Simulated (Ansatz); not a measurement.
**Ti: straining the crystal, biaxial strain in the a-b plane**

The task here is to estimate one member of a computed series from the others.

Computed with Ansatz 0.2.0 (DFT r2SCAN, scalar-relativistic, plane waves, PAW, unless a step's input says otherwise).

## The structure to begin with

The structure is hexagonal, space group P6_3/mmc (No. 194). Conventional cell: a = 2.936 Å, b = 2.936 Å, c = 4.636 Å, α = 90.00°, β = 90.00°, γ = 120.00°. Around Ti (site symmetry -6m2) lie 12 Ti at 2.87 to 2.94 Å.

Structure file:

```
Ti
1.0
     2.93580    0.00000    0.00000
    -1.46790    2.54247    0.00000
     0.00000    0.00000    4.63619
Ti
2
Direct
  0.33333 0.66667 0.25000
  0.66667 0.33333 0.75000
```

This cell was relaxed beforehand with the same method: volume 17.30 Å³/atom, gap on the mesh none (metal).

The unstrained cell was computed beforehand with the same settings: E(σ→0) = -5008.7401 eV for 2 atoms, gap none (metal).

Set-up of the first run:

File input.yaml:

```yaml
crystal:
  lattice:
    - [2.9064389733, 0.0, 0.0]
    - [-1.4532194867, 2.5170499854, 0.0]
    - [0.0, 0.0, 4.6640100631]
  atoms:
    - { symbol: Ti, position: [0.3333333333, 0.6666666667, 0.25] }
    - { symbol: Ti, position: [0.6666666667, 0.3333333333, 0.75] }
basis:
  ecutwfc: 500
kpoints:
  mp_grid: { grid: [24, 24, 12] }
hamiltonian:
  xc: r2scan
scf:
  occupations: { method: gaussian, width: 0.1 }
output:
  forces: true
  stress: true
  eigenvalues: true
relax:
  adjacent_minimum: "off"
  f_tol: 0.008
  max_steps: 40
  cell: { stress_tol: 0.015, fix: [a, b, gamma] }
```

On the command line:

```console
$ ansatz run input.yaml --threads 1 --pin off --max-ram 2560MiB --backend cpu --events-out ev --progress --plain --runs-dir out
```

Steps of the session up to this table: At -1.0 %; At +1.0 %; At -2.0 %; At +2.0 %; At -3.0 %; Strain +3.0 %.

One table of the session follows, with a row left open; its other results are not shown here.

Lengths are those of the vectors of the cell that was run; stresses in GPa:

| strain (%) | ΔE (meV/atom) | a (Å) | b (Å) | c (Å) |
| --- | --- | --- | --- | --- |
| -3.0 | 22.0 | 2.848 | 2.848 | 4.748 |
| -2.0 | 9.6 | 2.877 | 2.877 | 4.710 |
| -1.0 | 2.3 | 2.906 | 2.906 | 4.673 |
| +0.0 | 0.0 | 2.936 | 2.936 | 4.636 |
| +1.0 | ? | ? | ? | ? |
| +2.0 | 9.2 | 2.995 | 2.995 | 4.567 |
| +3.0 | 20.2 | 3.024 | 3.024 | 4.532 |

Estimate the missing values for strain (%) = +1.0.

Worked estimate for «ΔE (meV/atom)». A straight line through the neighbours (0.0, 0.0) and (2.0, 9.2) gives 0.0 + (9.2 − 0.0) × (1.0 − 0.0) / (2.0 − 0.0) = 4.6; a parabola fitted to 4 rows on both sides gives 2.4.

The run gave: ΔE (meV/atom): 2.4; a (Å): 2.965; b (Å): 2.965; c (Å): 4.601. In «ΔE (meV/atom)» the line misses by +2.2 and the parabola by 0.0.

ΔE is over the unstrained cell. Stress in GPa, positive in compression, on the Cartesian axes of the input. 
